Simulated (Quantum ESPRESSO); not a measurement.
# Hg (P-1) in Quantum ESPRESSO: relaxation of the atoms with PBE+D3

Aim: the relaxation of the atoms of Hg with PBE+D3.

Program: Quantum ESPRESSO 7.5. These are calculated values, not measurements. Logs are shortened: lines on timing, memory, paths and dates and some standing lists are left out, and cuts for length are marked.

### Step 1. The crystal as given

The typed cell holds 2 atoms: a = 2.997 Å, b = 3.460 Å, c = 4.577 Å, α = 90.00°, β = 102.59°, γ = 90.00°.

### Step 2. Relaxation of the atoms, PBE+D3

The input, pw.in:

```
&CONTROL
  calculation = 'relax'
  prefix = 'pwscf'
  outdir = './tmp'
  pseudo_dir = './pseudo'
  tprnfor = .true.
  disk_io = 'low'
  nstep = 40
  forc_conv_thr = 0.0004
  etot_conv_thr = 1d-05
/
&SYSTEM
  ibrav = 0
  nat = 2
  ntyp = 1
  ecutwfc = 45
  ecutrho = 360
  nbnd = 19
  input_dft = 'pbe'
  occupations = 'smearing'
  smearing = 'fd'
  degauss = 0.00367493
  vdw_corr = 'grimme-d3'
  dftd3_version = 3
/
&ELECTRONS
  conv_thr = 4d-10
  electron_maxstep = 120
  mixing_beta = 0.5
/
&IONS
  ion_dynamics = 'bfgs'
/
ATOMIC_SPECIES
Hg   200.5920 hg_pbesol_v1.uspp.F.UPF
CELL_PARAMETERS bohr
  -3.2692270649   -1.8874891235   -4.2216481624
  -3.2692270649    5.6624673706    0.0000000000
   6.5384541109    3.7749782471   -4.2216481624
ATOMIC_POSITIONS bohr
Hg    -0.2906474690    2.3886877193   -4.2813794602
Hg    -2.9785796053   -0.5011985958   -4.1619168647
K_POINTS automatic
6 6 4 0 0 0
```

Potentials or basis: GBRV 1.5 PBEsol.

On the command line:

```
OMP_NUM_THREADS=1 pw.x -in pw.in > pw.out
```

pw.out:

```text
This program is part of the open-source Quantum ESPRESSO suite
     for quantum simulation of materials; please cite
         "P. Giannozzi et al., J. Phys.:Condens. Matter 21 395502 (2009);
         "P. Giannozzi et al., J. Phys.:Condens. Matter 29 465901 (2017);
         "P. Giannozzi et al., J. Chem. Phys. 152 154105 (2020);
     in publications or presentations arising from this work. More details at

     IMPORTANT: XC functional enforced from input :
     Exchange-correlation= PBE
                           (   1   4   3   4   0   0   0)
     Any further DFT definition will be discarded
     Please, verify this is what you really want

     Message from routine setup:
     using ibrav=0 with symmetry is DISCOURAGED, use correct ibrav instead

     G-vector sticks info
     --------------------
     sticks:   dense  smooth     PW     G-vecs:    dense   smooth      PW
     Sum        1065     527    167                35999    12761    2315

     Using Slab Decomposition

     bravais-lattice index     =            0
     lattice parameter (alat)  =       5.6633  a.u.
     unit-cell volume          =     312.6028 (a.u.)^3
     number of atoms/cell      =            2
     number of atomic types    =            1
     number of electrons       =        24.00
     number of Kohn-Sham states=           19
     kinetic-energy cutoff     =      45.0000  Ry
     charge density cutoff     =     360.0000  Ry
     scf convergence threshold =      4.0E-10
     mixing beta               =       0.5000
     number of iterations used =            8  plain     mixing
     energy convergence thresh.=      1.0E-05
     force convergence thresh. =      4.0E-04
     Exchange-correlation= PBE
                           (   1   4   3   4   0   0   0)
     nstep                     =           40

     celldm(1)=   5.663283  celldm(2)=   0.000000  celldm(3)=   0.000000
     celldm(4)=   0.000000  celldm(5)=   0.000000  celldm(6)=   0.000000

     crystal axes: (cart. coord. in units of alat)
               a(1) = (  -0.577267  -0.333285  -0.745442 )
               a(2) = (  -0.577267   0.999856   0.000000 )
               a(3) = (   1.154534   0.666571  -0.745442 )

     reciprocal axes: (cart. coord. in units 2 pi/alat)
               b(1) = ( -0.433075 -0.250036 -0.894324 )
               b(2) = ( -0.433075  0.750108  0.000000 )
               b(3) = (  0.433075  0.250036 -0.447162 )

     PseudoPot. # 1 for Hg read from file:
     hg_pbesol_v1.uspp.F.UPF
     Pseudo is Ultrasoft + core correction, Zval = 12.0
     Generated by new atomic code, or converted to UPF format
     Using radial grid of  985 points,  6 beta functions with:
                l(1) =   0
                l(2) =   0
                l(3) =   1
                l(4) =   1
                l(5) =   2
                l(6) =   2
     Q(r) pseudized with  8 coefficients,  rinner =    2.000   2.000   2.000
                                                       2.000   2.000

     atomic species   valence    mass     pseudopotential
     Hg               12.00   200.59200     Hg( 1.00)

      2 Sym. Ops., with inversion, found ( 1 have fractional translation)

   Cartesian axes

     site n.     atom                  positions (alat units)
         1        Hg     tau(   1) = (  -0.0513214   0.4217850  -0.7559890  )
         2        Hg     tau(   2) = (  -0.5259457  -0.0884997  -0.7348947  )

     --------------------------------------------
     DFT-D3 Dispersion Correction (3-body terms):
     --------------------------------------------
       Reference C6 values for interpolation:

         atom   Coordination number   C6
         Hg         0.000           724.15
         Hg         1.990           597.72

       Values used:

         atom   Coordination number  R0_AB[au]  C6      C8
         Hg         7.429            3.175    597.72  60000.39
         Hg         7.429            3.175    597.72  60000.39

         Molecular C6 ( Ry / a.u.^6 ) =      2390.89

     number of k points=    76  Fermi-Dirac smearing, width (Ry)=  0.0037
                       cart. coord. in units 2pi/alat
        k(    1) = (   0.0000000   0.0000000   0.0000000), wk =   0.0138889
        k(    2) = (   0.1082688   0.0625090  -0.1117905), wk =   0.0277778
        k(    3) = (  -0.2165375  -0.1250180   0.2235810), wk =   0.0138889
        k(    4) = (  -0.0721792   0.1250180   0.0000000), wk =   0.0277778
        k(    5) = (   0.0360896   0.1875270  -0.1117905), wk =   0.0277778
        k(    6) = (  -0.2887167  -0.0000000   0.2235810), wk =   0.0277778
[... 68 lines left out ...]
        k(   75) = (  -0.3969855  -0.0625090  -0.3353716), wk =   0.0277778
        k(   76) = (  -0.4691647   0.0625090  -0.3353716), wk =   0.0277778

     Dense  grid:    35999 G-vectors     FFT dimensions: (  36,  40,  54)

     Smooth grid:    12761 G-vectors     FFT dimensions: (  30,  30,  40)

     Initial potential from superposition of free atoms

     starting charge      23.9999, renormalised to      24.0000
     Starting wfcs are   18 randomized atomic wfcs +    1 random wfcs

     Self-consistent Calculation

     iteration #  1     ecut=    45.00 Ry     beta= 0.50
     Davidson diagonalization with overlap
     ethr =  1.00E-02,  avg # of iterations =  6.0

     Threshold (ethr) on eigenvalues was too large:
     Diagonalizing with lowered threshold

     Davidson diagonalization with overlap
     ethr =  1.32E-04,  avg # of iterations =  4.1

     total energy              =    -215.33521217 Ry
     estimated scf accuracy    <       0.03131614 Ry

     iteration #  2     ecut=    45.00 Ry     beta= 0.50
     Davidson diagonalization with overlap
     ethr =  1.30E-04,  avg # of iterations =  1.2
[... 43 lines left out ...]
     total energy              =    -215.33608112 Ry
     estimated scf accuracy    <          6.7E-10 Ry

     iteration #  9     ecut=    45.00 Ry     beta= 0.50
     Davidson diagonalization with overlap
     ethr =  2.81E-12,  avg # of iterations =  2.6

     End of self-consistent calculation

          k = 0.0000 0.0000 0.0000 (  1573 PWs)   bands (ev):

     0.3956   0.5620   1.2172   2.3281   3.0511   4.0681   4.6131   5.0430
     5.5014   5.7800   7.1399  12.6904  12.7190  17.8133  20.0807  22.4766
    24.6997  25.0653  26.2087

          k = 0.1083 0.0625-0.1118 (  1572 PWs)   bands (ev):

     0.4942   0.5152   1.2787   2.2237   3.0962   4.0424   4.8984   5.1414
     5.6084   5.7859   7.2812   9.0229  16.8239  18.4175  19.9144  21.6094
    23.7162  24.6956  26.0945
[... 439 lines left out ...]
          k =-0.4692 0.0625-0.3354 (  1601 PWs)   bands (ev):

     0.6932   1.8093   1.8789   2.5476   4.0013   4.7877   4.8959   5.3941
     5.4570   5.8336   9.6259  10.7852  13.3967  15.0974  17.1947  18.6297
    19.8431  22.0764  23.0235

     the Fermi energy is    12.4464 ev

!    total energy              =    -215.33608112 Ry
     estimated scf accuracy    <          1.9E-10 Ry
     smearing contrib. (-TS)   =      -0.00035047 Ry
     internal energy E=F+TS    =    -215.33573066 Ry

     The total energy is F=E-TS. E is the sum of the following terms:
     one-electron contribution =     -41.34347001 Ry
     hartree contribution      =      44.68000744 Ry
     xc contribution           =     -78.51978820 Ry
     ewald contribution        =    -140.08748053 Ry
     DFT-D3 Dispersion         =      -0.06499936 Ry

     convergence has been achieved in   9 iterations

     Forces acting on atoms (cartesian axes, Ry/au):

     atom    1 type  1   force =     0.44721206    0.53454704   -0.23424774
     atom    2 type  1   force =    -0.44721206   -0.53454704    0.23424774

     Total force =     1.039818     Total SCF correction =     0.000064

     BFGS Geometry Optimization
     Energy error            =      1.1E+00 Ry
     Gradient error          =      5.3E-01 Ry/Bohr

     number of scf cycles    =   1
     number of bfgs steps    =   0

     energy             new  =    -215.3360811220 Ry

     new trust radius        =       0.5000000000 bohr
     new conv_thr            =       0.0000000004 Ry

ATOMIC_POSITIONS (bohr)
Hg               0.0134697464        2.7521952620       -4.4406747385
Hg              -3.2826968207       -0.8647061385       -4.0026215864

     NEW-OLD atomic charge density approx. for the potential

     Self-consistent Calculation

     iteration #  1     ecut=    45.00 Ry     beta= 0.50
     Davidson diagonalization with overlap
     c_bands:  2 eigenvalues not converged
     c_bands:  1 eigenvalues not converged
     c_bands:  1 eigenvalues not converged
     c_bands:  1 eigenvalues not converged
     c_bands:  1 eigenvalues not converged
     c_bands:  1 eigenvalues not converged
     c_bands:  1 eigenvalues not converged
     c_bands:  1 eigenvalues not converged
     c_bands:  1 eigenvalues not converged
     c_bands:  1 eigenvalues not converged
     c_bands:  2 eigenvalues not converged
     c_bands:  1 eigenvalues not converged
     ethr =  1.00E-06,  avg # of iterations = 16.6

     total energy              =    -215.65348669 Ry
     estimated scf accuracy    <       0.01669508 Ry

[... 156 further cycles ...]
     iteration #  5     ecut=    45.00 Ry     beta= 0.50
     Davidson diagonalization with overlap
     ethr =  2.93E-12,  avg # of iterations =  1.7

     total energy              =    -215.70951852 Ry
     estimated scf accuracy    <          1.2E-10 Ry

     iteration #  6     ecut=    45.00 Ry     beta= 0.50
     Davidson diagonalization with overlap
     ethr =  5.15E-13,  avg # of iterations =  2.1

     total energy              =    -215.70951852 Ry
     estimated scf accuracy    <          1.7E-11 Ry

     iteration #  7     ecut=    45.00 Ry     beta= 0.50
     Davidson diagonalization with overlap
     ethr =  1.00E-13,  avg # of iterations =  1.7

     End of self-consistent calculation

          k = 0.0000 0.0000 0.0000 (  1573 PWs)   bands (ev):

     2.3749   3.4461   3.6026   3.9100   3.9103   5.2186   5.3891   5.3912
     5.4805   5.6741   6.2049  11.5406  12.5052  16.3918  21.5549  21.9161
    23.5323  24.1830  24.1861

          k = 0.1083 0.0625-0.1118 (  1572 PWs)   bands (ev):

     2.9128   3.5264   3.8123   3.9564   4.1680   5.0909   5.2817   5.4062
     5.4383   5.5487   5.7916   8.0336  16.7854  17.3578  21.9682  22.2913
    22.5849  22.7781  23.6812
[... 439 lines left out ...]
          k =-0.4692 0.0625-0.3354 (  1601 PWs)   bands (ev):

     3.5765   3.7660   4.0349   4.0528   4.9996   5.1307   5.1412   5.4160
     5.7143   6.1407   9.9219  11.5726  12.9569  14.0447  17.2216  17.5654
    18.3374  21.8477  22.3716

     the Fermi energy is    11.6880 ev

!    total energy              =    -215.70951852 Ry
     estimated scf accuracy    <          1.2E-12 Ry
     smearing contrib. (-TS)   =      -0.00055264 Ry
     internal energy E=F+TS    =    -215.70896588 Ry

     The total energy is F=E-TS. E is the sum of the following terms:
     one-electron contribution =     -16.91203000 Ry
     hartree contribution      =      32.97680528 Ry
     xc contribution           =     -78.12855797 Ry
     ewald contribution        =    -153.58348310 Ry
     DFT-D3 Dispersion         =      -0.06170009 Ry

     convergence has been achieved in   7 iterations

     Forces acting on atoms (cartesian axes, Ry/au):

     atom    1 type  1   force =    -0.00000735   -0.00053840    0.00026010
     atom    2 type  1   force =     0.00000735    0.00053840   -0.00026010

     Total force =     0.000846     Total SCF correction =     0.000006
     Energy error            =      8.0E-06 Ry
     Gradient error          =      5.4E-04 Ry/Bohr

     number of scf cycles    =  22
     number of bfgs steps    =  21

     energy             old  =    -215.7095105260 Ry
     energy             new  =    -215.7095185224 Ry

     CASE: energy            _new < energy            _old

     new trust radius        =       0.0075146794 bohr
     new conv_thr            =            4.0E-12 Ry

ATOMIC_POSITIONS (bohr)
Hg               0.0027561785        3.7785753451       -4.2196247442
Hg              -3.2719832528       -1.8910862216       -4.2236715807

     NEW-OLD atomic charge density approx. for the potential

     Self-consistent Calculation

     iteration #  1     ecut=    45.00 Ry     beta= 0.50
     Davidson diagonalization with overlap
     ethr =  1.00E-06,  avg # of iterations =  4.2

     Threshold (ethr) on eigenvalues was too large:
     Diagonalizing with lowered threshold

     Davidson diagonalization with overlap
     ethr =  8.35E-09,  avg # of iterations =  5.4

     total energy              =    -215.70952274 Ry
     estimated scf accuracy    <       0.00000118 Ry

     iteration #  2     ecut=    45.00 Ry     beta= 0.50
     Davidson diagonalization with overlap
     ethr =  4.92E-09,  avg # of iterations =  1.3
[... 29 lines left out ...]
     total energy              =    -215.70952286 Ry
     estimated scf accuracy    <          9.7E-12 Ry

     iteration #  7     ecut=    45.00 Ry     beta= 0.50
     Davidson diagonalization with overlap
     ethr =  1.00E-13,  avg # of iterations =  1.6

     End of self-consistent calculation

          k = 0.0000 0.0000 0.0000 (  1573 PWs)   bands (ev):

     2.3749   3.4461   3.6025   3.9099   3.9103   5.2187   5.3892   5.3913
     5.4804   5.6742   6.2051  11.5406  12.5052  16.3916  21.5547  21.9166
    23.5320  24.1826  24.1856

          k = 0.1083 0.0625-0.1118 (  1572 PWs)   bands (ev):

     2.9129   3.5265   3.8124   3.9563   4.1679   5.0912   5.2819   5.4066
     5.4379   5.5485   5.7915   8.0336  16.7854  17.3578  21.9689  22.2934
    22.5826  22.7779  23.6803
[... 439 lines left out ...]
          k =-0.4692 0.0625-0.3354 (  1601 PWs)   bands (ev):

     3.5766   3.7660   4.0371   4.0508   4.9999   5.1305   5.1411   5.4160
     5.7143   6.1408   9.9219  11.5727  12.9568  14.0446  17.2220  17.5649
    18.3373  21.8477  22.3715

     the Fermi energy is    11.6879 ev

!    total energy              =    -215.70952286 Ry
     estimated scf accuracy    <          5.3E-13 Ry
     smearing contrib. (-TS)   =      -0.00055313 Ry
     internal energy E=F+TS    =    -215.70896973 Ry

     The total energy is F=E-TS. E is the sum of the following terms:
     one-electron contribution =     -16.91113803 Ry
     hartree contribution      =      32.97637458 Ry
     xc contribution           =     -78.12854843 Ry
     ewald contribution        =    -153.58395787 Ry
     DFT-D3 Dispersion         =      -0.06169998 Ry

     convergence has been achieved in   7 iterations

     Forces acting on atoms (cartesian axes, Ry/au):

     atom    1 type  1   force =    -0.00003503   -0.00015043    0.00008837
     atom    2 type  1   force =     0.00003503    0.00015043   -0.00008837

     Total force =     0.000252     Total SCF correction =     0.000004
     Energy error            =      4.3E-06 Ry
     Gradient error          =      1.5E-04 Ry/Bohr

     bfgs converged in  23 scf cycles and  22 bfgs steps
     (criteria: energy <  1.0E-05 Ry, force <  4.0E-04 Ry/Bohr)

     End of BFGS Geometry Optimization

     Final energy             =    -215.7095228615 Ry

Begin final coordinates

ATOMIC_POSITIONS (bohr)
Hg               0.0027561785        3.7785753451       -4.2196247442
Hg              -3.2719832528       -1.8910862216       -4.2236715807
End final coordinates

=------------------------------------------------------------------------------=
   JOB DONE.
=------------------------------------------------------------------------------=
```

It took 14 min on 1 thread of Intel Xeon Platinum 8259CL at 2.50GHz (Skylake/Cascade Lake), shared host; peak memory 0.19 GiB.

What came out:

```yaml
Free_energy: -2934.8776 eV
Energy_gained_by_relaxing: 2540.5 meV/atom
Ionic_steps: 23
Largest_force_after_relaxing: 0.005 eV/Å
Band_gap_on_the_k_mesh: none (metal or under the smearing width)
```

Forces on the atoms (eV/Å):
```
Hg  -0.001 -0.004  0.002
Hg   0.001  0.004 -0.002
```

Step by step:
| step | energy change (eV) | largest force (eV/Å) |
| --- | --- | --- |
| 1 | 0.0000 | 18.9044 |
| 2 | -4.3452 | 1.9848 |
| 3 | -4.4527 | 1.3591 |
| 4 | -4.5389 | 1.1028 |
| 5 | -4.6448 | 1.0569 |
| 6 | -4.7824 | 1.0197 |
| 7 | -4.9394 | 0.8250 |
| 8 | -5.0431 | 0.5441 |
| 9 | -5.0497 | 0.4747 |
| 10 | -5.0616 | 0.3328 |
| 11 | -5.0729 | 0.1319 |
| 12 | -5.0761 | 0.0492 |
| 13 | -5.0764 | 0.0497 |
| 14 | -5.0765 | 0.0503 |
| 15 | -5.0767 | 0.0517 |
| 16 | -5.0770 | 0.0532 |
| 17 | -5.0774 | 0.0547 |
| 18 | -5.0781 | 0.0552 |
| 19 | -5.0789 | 0.0531 |
| 20 | -5.0800 | 0.0448 |
| 21 | -5.0808 | 0.0256 |
| 22 | -5.0809 | 0.0154 |
| 23 | -5.0809 | 0.0046 |

Final structure:
```
Hg
1.0
    -1.73000   -0.99882   -2.23400
    -1.73000    2.99645    0.00000
     3.46000    1.99763   -2.23400
Hg
2
Direct
  0.49931 0.50027 0.50021
  0.00069 0.99973 0.99979
```

Caveat: the k mesh is coarse; the potentials were made for another functional, which shifts forces and pressure; pairwise dispersion overbinds metals, which lowers pressure and volume.

### Step 3. The reference run

An earlier run on the cell as given: functional PBE; potentials or basis SSSP 1.3 efficiency PBE; cutoff 816 eV; density cutoff 3265 eV; k mesh 9 × 8 × 6; occupations fermi-dirac, width 0.05 eV; no spin polarisation.

- Pressure: 61.8 GPa
- Largest force: 19.152 eV/Å
- Band gap on the k mesh: none (metal or under the smearing width)
